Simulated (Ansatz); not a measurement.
The system is Yb.

```
Yb
1.0
     3.87990    0.00000    0.00000
    -1.93995    3.36009    0.00000
     0.00000    0.00000    6.38590
Yb
2
Direct
  0.66667 0.33333 0.75000
  0.33333 0.66667 0.25000
```

This isn't the form of Yb at room conditions, which is fcc.

```yaml
Program: Ansatz 0.2.0
Task: single point
Functional: PBEsol
Potentials_or_basis: Ansatz PAW
Cutoff: "420 eV (not typed: the program's choice for these potentials)"
k_mesh: 8 × 8 × 4
Occupations: fermi-dirac, width 0.05 eV
Spin: collinear spin, ferromagnetic start
Starting_moments: "[1.0, 1.0] μB"
```

On this cell: pressure -3.3 GPa; largest force under 0.003 eV/Å; net moment 0.00 μB per cell; band gap on the k mesh none (metal or under the smearing width).

The same run follows on a disturbed copy (atoms moved at random, drawn with an rms of 0.05 Å):

```xyz
2
Lattice="3.8799 0.0000 0.0000 -1.9400 3.3601 0.0000 0.0000 0.0000 6.3859" Properties=species:S:1:pos:R:3 pbc="T T T"
Yb    1.9646    1.1525    4.8022
Yb    0.0182    2.2135    1.6263
```

What does the disturbed cell give?

The energy (extrapolated to zero smearing) moves by +0.4 meV/atom; pressure -3.3 GPa; largest force 0.029 eV/Å; net moment 0.00 μB per cell; band gap on the k mesh none (metal or under the smearing width).

Forces on the atoms (eV/Å):
```
Yb  -0.003 -0.021  0.019
Yb   0.003  0.021 -0.019
```

Stress tensor (GPa, compression positive):
```
-3.23  0.01  0.00
 0.01 -3.42  0.00
 0.00  0.00 -3.26
```

Caveats: spin-orbit coupling is left out, which moves the levels of the heavy elements; the PAW data sets come from PBE, with cores solved anew for the run's functional, which leaves a small shift of forces and pressure; the starting moments weren't kept.
